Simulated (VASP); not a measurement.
# SrO: convergence, self-consistent run

SrO, P6_3mc (no. 186), 4 atoms in the cell. PBEsol; PAW potentials Sr_sv, O (PBE set). VASP 6.6.1.

Wanted: energy within 0.2 meV/atom; levels at the zone centre within 0.003 eV.

What the run is for: comparing ways to start; Accuracy asked: tight.

Levels at the zone centre: counted from the valence top at that point.

POSCAR:
```
SrO
1.0
    4.2754662656      0.0000000000      0.0000000000
   -2.1377331328      3.7026623990      0.0000000000
    0.0000000000      0.0000000000      5.1555949900
Sr O
2 2
Direct
    0.6666666667      0.3333333333      0.4381277000
    0.3333333333      0.6666666667      0.9381277000
    0.6666666667      0.3333333333      0.9368723000
    0.3333333333      0.6666666667      0.4368723000
```

## How the run starts (with a second run first, the time holds both)

| How the run starts (with a second run first, the time holds both) | Energy less reference (meV/atom) | Levels at the zone centre, largest deviation (eV) | Time (s) |
|---|---|---|---|
| from scratch: 15 SCF iterations | 0.00 | 0.0000 | 18 |
| orbitals of a nearby geometry (ISTART 1): 15 + 9 SCF iterations | 0.00 | 0.0006 | 36 |
| orbitals and density of a nearby geometry: 15 + 10 SCF iterations | 0.00 | 0.0003 | 43 |
| density of a nearby geometry (ICHARG 1): 15 + 13 SCF iterations | 0.00 | 0.0003 | 45 |
| orbitals in the old basis (ISTART 2), symmetry off: 15 + 10 SCF iterations | -0.12 | 0.0003 | 140 |

## Question

For each series: keep the first row unless others stay within half of the tolerance and take at least 30 % less time, and then take the fastest.

## Answer

- How the run starts (with a second run first, the time holds both): from scratch: 15 SCF iterations

The chosen settings are those of the reference run.

Values of the reference run: Levels at the zone centre: -0.3415, 0, 2.504 eV from the valence top at Gamma.

## The input

INCAR:
```
GGA = PS
ISMEAR = 0
SIGMA = 0.03
LWAVE = False
LCHARG = False
ISIF = 2
PREC = Accurate
LASPH = True
LREAL = False
ALGO = Normal
EDIFF = 1E-6
NELM = 120
GGA_COMPAT = False
ENCUT = 520
EFERMI = MIDGAP
```

KPOINTS:
```
k-points
0
Gamma
  7 7 5
```

Commands:
```
cat potpaw_PBE.64/Sr_sv/POTCAR potpaw_PBE.64/O/POTCAR > POTCAR
mpirun -np 1 vasp_std > vasp.out
```

The chosen input took VASP 6.6.1 18 s on 1 core (Intel Xeon 6975P-C (Granite Rapids)), a shared host.

## An input that fails: restart asked without its files

VASP's message: ERROR: charge density could not be read from file CHGCAR for ICHARG>10.

Changes against the starting input:
```
- NELM = 120
+ NELM = 60
+ ICHARG = 11
```
